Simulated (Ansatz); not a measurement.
# VO2: the cost of one run

Computed with Ansatz 0.2.0 (DFT PBE, scalar-relativistic, plane waves, PAW, unless a step's input says otherwise).

3 further runs of the same task are left out: 2 that didn't finish, 1 set aside as unsound or not needed.

## Step 1: The starting structure

Symmetry: P4_2/mnm, No. 136, tetragonal system. The conventional cell has a = 4.584 Å, b = 4.584 Å, c = 2.838 Å, α = 90.00°, β = 90.00°, γ = 90.00°. Around V (site symmetry mmm) lie 6 O at 1.92 to 1.94 Å. O (site symmetry m2m) has 3 V at 1.92 to 1.94 Å as nearest neighbours.

As a file:

```cif
data_structure
_symmetry_space_group_name_H-M 'P4_2/mnm'
_symmetry_Int_Tables_number 136
_cell_length_a 4.5835
_cell_length_b 4.5835
_cell_length_c 2.8384
_cell_angle_alpha 90.000
_cell_angle_beta 90.000
_cell_angle_gamma 90.000
_cell_volume 59.63
loop_
_atom_site_label
_atom_site_type_symbol
_atom_site_symmetry_multiplicity
_atom_site_Wyckoff_symbol
_atom_site_fract_x
_atom_site_fract_y
_atom_site_fract_z
_atom_site_occupancy
V1 V 2 b 0.00000 0.00000 0.50000 1
O1 O 4 g 0.29999 0.29999 0.50000 1
```

It goes back to an entry of the Materials Project, which need not be the stable form.

It is the result of an earlier relaxation at this level (volume 9.94 Å³/atom; gap on the mesh: none (metal), site moments up to 0.8 μB).

## Step 2: The cell scaled to 0.97 of its volume

File input.yaml:

```yaml
crystal:
  lattice:
    - [4.537489579, 0.0, 0.0]
    - [0.0, 4.5369381123, 0.0]
    - [0.0, 0.0, 2.8096992663]
  atoms:
    - { symbol: V, position: [0.0, 0.0, 0.5], spin: 0.92 }
    - { symbol: V, position: [0.5, 0.5, 0.0], spin: 0.92 }
    - { symbol: O, position: [0.3000396724, 0.2999427323, 0.5] }
    - { symbol: O, position: [0.6999603276, 0.7000572677, 0.5] }
    - { symbol: O, position: [0.1999603276, 0.7999427323, 0.0] }
    - { symbol: O, position: [0.8000396724, 0.2000572677, 0.0] }
basis:
  ecutwfc: 420
kpoints:
  mp_grid: { grid: [8, 8, 12] }
hamiltonian:
  xc: pbe
scf:
  occupations: { method: gaussian, width: 0.1 }
output:
  forces: true
  stress: true
  eigenvalues: true
  populations: true
magnetization:
  spin_polarized: true
relax:
  adjacent_minimum: "off"
  f_tol: 0.01
  max_steps: 30
  cell: { stress_tol: 0.1, fix: [volume] }
```

Launch:

```
ansatz run input.yaml --threads 1 --pin off --max-ram 2560MiB --backend cpu --events-out ev --progress --plain --runs-dir out
```

**Question.** How long does this run take on 1 thread of Arm Neoverse V1, shared host, and how much memory does it need?

About 2.8 min, with a peak of 0.71 GiB.
